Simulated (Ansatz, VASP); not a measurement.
## One calculation of Te2Mo, two programs

File POSCAR:

```
Te2Mo
1.0
    1.7509539882      1.0109137564      7.0687660217
   -1.7509539882      1.0109137564      7.0687660217
    0.0000000000     -2.0218275128      7.0687660218
Mo Te
1 2
Direct
    0.0000000000      0.0000000000      0.0000000000
    0.2465646677      0.2465646677      0.2465646677
    0.7534353323      0.7534353323      0.7534353323
```

Contents of INCAR.step1:

```
  PREC = Accurate
  ENCUT = 520
  ISMEAR = -1
  SIGMA = 0.02
  LREAL = F
  LASPH = T
  NELM = 100
  NBANDS = 20
  GGA = PE
  ALGO = Normal
  EDIFF = 1E-4
  LWAVE = T
  LCHARG = F
```

Contents of INCAR.step2:

```
  PREC = Accurate
  ENCUT = 520
  EDIFF = 1E-6
  ISMEAR = -1
  SIGMA = 0.02
  LREAL = F
  LASPH = T
  NELM = 100
  ALGO = Normal
  ISIF = 2
  LWAVE = F
  LCHARG = T
  METAGGA = R2SCAN
  LMIXTAU = T
  LELF = T
  LVHAR = T
  NBANDS = 20
  ISTART = 1
```

The input KPOINTS:

```
Automatic mesh
0
Gamma
  6 6 6
```

Input for Ansatz:

```yaml
crystal:
  lattice:
    - [1.7509539882, 1.0109137564, 7.0687660217]
    - [-1.7509539882, 1.0109137564, 7.0687660217]
    - [0.0, -2.0218275128, 7.0687660218]
  atoms:
    - { symbol: Mo, position: [0.0, 0.0, 0.0] }
    - { symbol: Te, position: [0.2465646677, 0.2465646677, 0.2465646677] }
    - { symbol: Te, position: [0.7534353323, 0.7534353323, 0.7534353323] }
kpoints:
  mp_grid: { grid: [6, 6, 6] }
hamiltonian:
  xc: r2scan
scf:
  occupations: { method: fermi_dirac, width: 0.02 }
  n_extra_bands: 4
output:
  forces: true
  stress: true
  eigenvalues: true
```

The cell was built by a generator and needn't be a form met in nature.

Alike in both runs: task single point; functional r2SCAN; k mesh 6 × 6 × 6; occupations fermi-dirac, width 0.02 eV; no spin polarisation.

|  | VASP | Ansatz |
| --- | --- | --- |
| version | VASP 6.6.1 | Ansatz 0.2.0 |
| potentials or method | VASP PAW PBE potentials, release 64 (Mo_sv, Te) | plane waves, PAW |
| plane-wave cutoff (eV) | 520 | 500 |
| valence electrons in the cell | 26 | 46 |

Ansatz gave:

```
pressure (GPa)                                  : 1.2
largest component of the traceless stress (GPa) : 0.01
rms of the force components (eV/Å)              : 0.009
```

Question: What did VASP give for the same quantities?

Answer: Pressure (GPa): 1.3; largest component of the traceless stress (GPa): 0.08; rms of the force components (eV/Å): 0.004.

Atom by atom the forces differ by 0.013 eV/Å (rms over components). The two sets of potentials don't hold the same shells in valence.

Caveats: the PAW data sets were made with another functional, which shifts forces and pressure a little (VASP); spin-orbit coupling is left out, which moves the levels of the heavy elements. A k mesh can miss the band edges. r2SCAN opens gaps a little over a GGA but as a rule still falls short of measured ones.
